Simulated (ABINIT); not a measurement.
# Hf (Pm-3m) in ABINIT: further runs, part 2 of 2

ABINIT 10.8.3 (patched build).

## (5) Single point, WC

run.abi reads:

```
pp_dirpath "./"
pseudos "Hf.GGA_PBE-JTH.xml"

acell 5.5063028792 5.5063028792 5.5063028792
rprim
     1.0000000000     0.0000000000     0.0000000000
     0.0000000000     1.0000000000     0.0000000000
     0.0000000000     0.0000000000     1.0000000000
ntypat 1
znucl 72
natom 1
typat 1
xcart
     1.4569050000     1.4569050000     1.4569050000 Angstrom

ecut 23.0
pawecutdg 45.0
pawxcdev 0

kptopt 1
ngkpt 9 9 9
nshiftk 1
shiftk 0.0 0.0 0.0

ixc 23

nband 10
occopt 3
tsmear 0.00183747

nstep 100
tolvrs 1.0e-9

iomode 3
prtwf 0
prtden 0
prteig 0
prtebands 0
enunit 1
```

Potentials or basis: JTH PAW PBE v2.0.

Run with:

```sh
$ abinit run.abi > log 2>&1
```

run.abo:

```text
.Version 10.8.3 of ABINIT
 Symmetries : space group Pm -3 m (#221); Bravais cP (primitive cubic)
================================================================================
 Values of the parameters that define the memory need of the present run
     intxc =       0    ionmov =       0      iscf =      17    lmnmax =      18
     lnmax =       6     mgfft =      24  mpssoang =       3    mqgrid =    3001
     natom =       1  nloc_mem =       2    nspden =       1   nspinor =       1
    nsppol =       1      nsym =      48    n1xccc =       1    ntypat =       1
    occopt =       3   xclevel =       2
       mpw =         897          nfft =       13824          nkpt =          35
 PAW method is used; the additional fine FFT grid is defined by:
   mgfftf=        36    nfftf =     46656
================================================================================
================================================================================

--------------------------------------------------------------------------------
------------- Echo of variables that govern the present computation ------------
--------------------------------------------------------------------------------
 -outvars: echo values of preprocessed input variables --------
            acell      5.5063028792E+00  5.5063028792E+00  5.5063028792E+00 Bohr
              amu      1.78490000E+02
             ecut      2.30000000E+01 Hartree
           enunit           1
              ixc          23
         kptrlatt        9    0    0      0    9    0      0    0    9
          kptrlen      4.95567259E+01
            natom           1
            nband          10
            ngfft          24      24      24
          ngfftdg          36      36      36
             nkpt          35
            nstep         100
             nsym          48
           ntypat           1
           occopt           3
        pawecutdg      4.50000000E+01 Hartree
         pawxcdev           0
           prtden           0
        prtebands           0
           prteig           0
            prtwf           0
          spgroup         221
           tolvrs      1.00000000E-09
           tsmear      1.83747000E-03 Hartree
            typat      1
           useylm           1
           xangst      1.4569050000E+00  1.4569050000E+00  1.4569050000E+00
            xcart      2.7531514415E+00  2.7531514415E+00  2.7531514415E+00
             xred      5.0000000034E-01  5.0000000034E-01  5.0000000034E-01
            znucl       72.00000

================================================================================

 chkinp: Checking input parameters for consistency.

================================================================================
== DATASET  1 ==================================================================

--- !DatasetInfo
iteration_state: {dtset: 1, }
dimensions: {natom: 1, nkpt: 35, mband: 10, nsppol: 1, nspinor: 1, nspden: 1, mpw: 897, }
cutoff_energies: {ecut:  23.0, pawecutdg:  45.0, }
electrons: {nelect:   1.20000000E+01, charge:   0.00000000E+00, occopt:   3.00000000E+00, tsmear:   1.83747000E-03, }
meta: {optdriver: 0, ionmov: 0, optcell: 0, iscf: 17, paral_kgb: 0, }
...

 Exchange-correlation functional for the present dataset will be:
  GGA: Wu Cohen functional - ixc=23
  Z. Wu and R. E. Cohen, PRB 73, 235116 (2006)

 Real(R)+Recip(G) space primitive vectors, cartesian coordinates (Bohr,Bohr^-1):
 R(1)=  5.5063029  0.0000000  0.0000000  G(1)=  0.1816101  0.0000000  0.0000000
 R(2)=  0.0000000  5.5063029  0.0000000  G(2)=  0.0000000  0.1816101  0.0000000
 R(3)=  0.0000000  0.0000000  5.5063029  G(3)=  0.0000000  0.0000000  0.1816101
 Unit cell volume ucvol=  1.6694764E+02 bohr^3
 Angles (23,13,12)=  9.00000000E+01  9.00000000E+01  9.00000000E+01 degrees

 Coarse grid specifications (used for wave-functions):

 getcut: wavevector=  0.0000  0.0000  0.0000  ngfft=  24  24  24
         ecut(hartree)=     23.000   => boxcut(ratio)=   2.01893

 Fine grid specifications (used for densities):

 getcut: wavevector=  0.0000  0.0000  0.0000  ngfft=  36  36  36
         ecut(hartree)=     45.000   => boxcut(ratio)=   2.16507

--- Pseudopotential description ------------------------------------------------
- pspini: atom type   1  psp file is ./Hf.GGA_PBE-JTH.xml
 Pseudopotential format is: paw10
 basis_size (lnmax)=  6 (lmn_size= 18), orbitals=   0   0   1   1   2   2
 Spheres core radius: rc_sph= 2.41119446
 Shapefunction is SIN type: shapef(r)=[sin(pi*r/rshp)/(pi*r/rshp)]**2
 Radius for shape functions =  2.41119446
 Compensation charge density is not taken into account in XC energy/potential

   1.11394417E+03                                ecore*ucvol(ha*bohr**3)
--------------------------------------------------------------------------------

[... 7 lines left out ...]

     iter   Etot(hartree)      deltaE(h)  residm     nres2
 ETOT  1  -49.292646798347    -4.929E+01 3.035E+00 5.774E-01
 ETOT  2  -50.075280245425    -7.826E-01 7.965E-02 1.469E-01
 ETOT  3  -50.074797809590     4.824E-04 3.896E-02 1.618E-02
 ETOT  4  -50.074857713394    -5.990E-05 3.585E-03 6.357E-04
 ETOT  5  -50.074857338727     3.747E-07 6.450E-04 5.998E-06
 ETOT  6  -50.074857417593    -7.887E-08 1.661E-04 1.167E-07
 ETOT  7  -50.074857417761    -1.682E-10 2.930E-05 7.883E-09
 ETOT  8  -50.074857417785    -2.385E-11 2.321E-05 1.602E-10

 At SCF step    8       nres2   =  1.60E-10 < tolvrs=  1.00E-09 =>converged.

 Cartesian components of stress tensor (hartree/bohr^3)
  sigma(1 1)=  1.25841518E-04  sigma(3 2)=  0.00000000E+00
  sigma(2 2)=  1.25841518E-04  sigma(3 1)=  0.00000000E+00
  sigma(3 3)=  1.25841518E-04  sigma(2 1)=  0.00000000E+00

--- !ResultsGS
iteration_state: {dtset: 1, }
comment   : Summary of ground state results
lattice_vectors:
- [  5.5063029,   0.0000000,   0.0000000, ]
- [  0.0000000,   5.5063029,   0.0000000, ]
- [  0.0000000,   0.0000000,   5.5063029, ]
lattice_lengths: [   5.50630,    5.50630,    5.50630, ]
lattice_angles: [ 90.000,  90.000,  90.000, ] # degrees, (23, 13, 12)
lattice_volume:   1.6694764E+02
convergence: {deltae: -2.385E-11, res2:  1.602E-10, residm:  2.321E-05, diffor: null, }
etotal    :  -5.00748574E+01
entropy   :   0.00000000E+00
fermie    :  -8.58602001E-02
cartesian_stress_tensor: # hartree/bohr^3
- [  1.25841518E-04,   0.00000000E+00,   0.00000000E+00, ]
- [  0.00000000E+00,   1.25841518E-04,   0.00000000E+00, ]
- [  0.00000000E+00,   0.00000000E+00,   1.25841518E-04, ]
pressure_GPa:  -3.7024E+00
xred      :
- [  5.0000E-01,   5.0000E-01,   5.0000E-01, Hf]
cartesian_forces: # hartree/bohr
- [ -0.00000000E+00,  -0.00000000E+00,  -0.00000000E+00, ]
force_length_stats: {min:   0.00000000E+00, max:   0.00000000E+00, mean:   0.00000000E+00, }
...

 Integrated electronic density in atomic spheres:
 ------------------------------------------------
 Atom  Sphere_radius  Integrated_density
    1        2.41119          9.57205770

================================================================================

 ----iterations are completed or convergence reached----

 Mean square residual over all n,k,spin=   93.511E-09; max=  23.212E-06
 reduced coordinates (array xred) for    1 atoms
       0.500000000339      0.500000000339      0.500000000339
 rms dE/dt=  0.0000E+00; max dE/dt=  0.0000E+00; dE/dt below (all hartree)
    1       0.000000000000      0.000000000000      0.000000000000

 cartesian coordinates (angstrom) at end:
    1      1.45690500000000     1.45690500000000     1.45690500000000

 cartesian forces (hartree/bohr) at end:
    1     -0.00000000000000    -0.00000000000000    -0.00000000000000
 frms,max,avg= 0.0000000E+00 0.0000000E+00   0.000E+00  0.000E+00  0.000E+00 h/b

 cartesian forces (eV/Angstrom) at end:
    1     -0.00000000000000    -0.00000000000000    -0.00000000000000
 frms,max,avg= 0.0000000E+00 0.0000000E+00   0.000E+00  0.000E+00  0.000E+00 e/A
 length scales=  5.506302879200  5.506302879200  5.506302879200 bohr
              =  2.913809998025  2.913809998025  2.913809998025 angstroms
 Fermi (or HOMO) energy (eV) =  -2.33638   Average Vxc (eV)= -10.95848
 Eigenvalues (   eV  ) for nkpt=  35  k points:
 kpt#   1, nband= 10, wtk=  0.00137, kpt=  0.0000  0.0000  0.0000 (reduced coord)
 -63.93511  -32.16387  -32.16387  -32.16387   -8.75529   -3.67409   -3.67409    4.20309
   4.20309    4.20309
 prteigrs : prtvol=0 or 1, do not print more k-points.

--- !EnergyTerms
iteration_state     : {dtset: 1, }
comment             : Components of total free energy in Hartree
kinetic             :  5.45841881381901E+00
hartree             :  7.41328686114466E+00
xc                  : -8.98518006423748E+00
Ewald energy        : -3.71002872534094E+01
psp_core            :  6.67241630703411E+00
local_psp           : -3.39135876407427E+00
PAW spherical_terms : -2.01416960018408E+01
internal            : -5.00744001015642E+01
'-kT*entropy'       : -4.65350693295399E-04
total_energy        : -5.00748654522575E+01
total_energy_eV     : -1.36260650503691E+03
...

--- !EnergyTermsDC
iteration_state     : {dtset: 1, }
comment             : '"Double-counting" decomposition of free energy'
band_energy         : -1.24477480646880E+01
Ewald energy        : -3.71002872534094E+01
psp_core            :  6.67241630703411E+00
xc_dc               : -1.24666168000916E+01
PAW spherical_terms :  5.26784374406343E+00
internal            : -5.00743920670914E+01
'-kT*entropy'       : -4.65350693295399E-04
total_energy_dc     : -5.00748574177847E+01
total_energy_dc_eV  : -1.36260628640777E+03
...

--- !EnergyTermsWithPAWCore
iteration_state     : {dtset: 1, }
comment             : 'Components of total free energy, including PAW core contributions'
Total energy        : -1.50773659908596E+04
Total energy DC     : -1.50773659828251E+04
Total energy (eV)   : -4.10276029549299E+05
Total energy DC (eV): -4.10276029330669E+05
...

 Cartesian components of stress tensor (hartree/bohr^3)
  sigma(1 1)=  1.25841518E-04  sigma(3 2)=  0.00000000E+00
  sigma(2 2)=  1.25841518E-04  sigma(3 1)=  0.00000000E+00
  sigma(3 3)=  1.25841518E-04  sigma(2 1)=  0.00000000E+00

-Cartesian components of stress tensor (GPa)         [Pressure= -3.7024E+00 GPa]
- sigma(1 1)=  3.70238529E+00  sigma(3 2)=  0.00000000E+00
- sigma(2 2)=  3.70238529E+00  sigma(3 1)=  0.00000000E+00
- sigma(3 3)=  3.70238529E+00  sigma(2 1)=  0.00000000E+00

== END DATASET(S) ==============================================================
================================================================================

 -outvars: echo values of variables after computation  --------
            acell      5.5063028792E+00  5.5063028792E+00  5.5063028792E+00 Bohr
           etotal     -5.0074857418E+01
            fcart     -0.0000000000E+00 -0.0000000000E+00 -0.0000000000E+00
           strten      1.2584151818E-04  1.2584151818E-04  1.2584151818E-04
                       0.0000000000E+00  0.0000000000E+00  0.0000000000E+00
           xangst      1.4569050000E+00  1.4569050000E+00  1.4569050000E+00
             xred      5.0000000034E-01  5.0000000034E-01  5.0000000034E-01
 Calculation completed.
```

It took 6.9 s on 1 thread of Arm Neoverse V1, shared host; peak memory 0.1 GiB.

What came out:

| Quantity | Value |
| --- | --- |
| Free energy | -1362.6063 eV |
| Pressure | -3.7 GPa |
| Band gap on the k mesh | none (metal or under the smearing width) |
| Valence electrons inside the program's atomic spheres | Hf 9.57 (radii [1.2759] Å) |

Caveat: the PAW data sets were made with another functional, which shifts forces and pressure a little.

## (6) The runs side by side

| level | gap on the mesh (eV) | pressure (GPa) |
| --- | --- | --- |
| SCAN | none | -6.0 |
| revPBE | none | 1.4 |
| PW91 | none | -0.6 |
| WC | none | -3.7 |

Alike in all rows: task single point; potentials or basis JTH PAW PBE v2.0; no spin polarisation; cell as given; k mesh 9 × 9 × 9; cutoff (eV) 626; smearing fermi-dirac 0.05 eV.

Every run on the cell as given and a fine mesh finds a metal. The pressure there spans -6.0 GPa (SCAN) to 1.4 GPa (revPBE); a positive pressure means that this level wants a larger cell, a negative one a smaller.

Caveats: the PAW data sets were made with another functional, which shifts forces and pressure a little; totals of a meta-GGA on PAW files have another zero than those of a GGA (some runs).

Absolute energies hang on the potentials; compare differences alone.
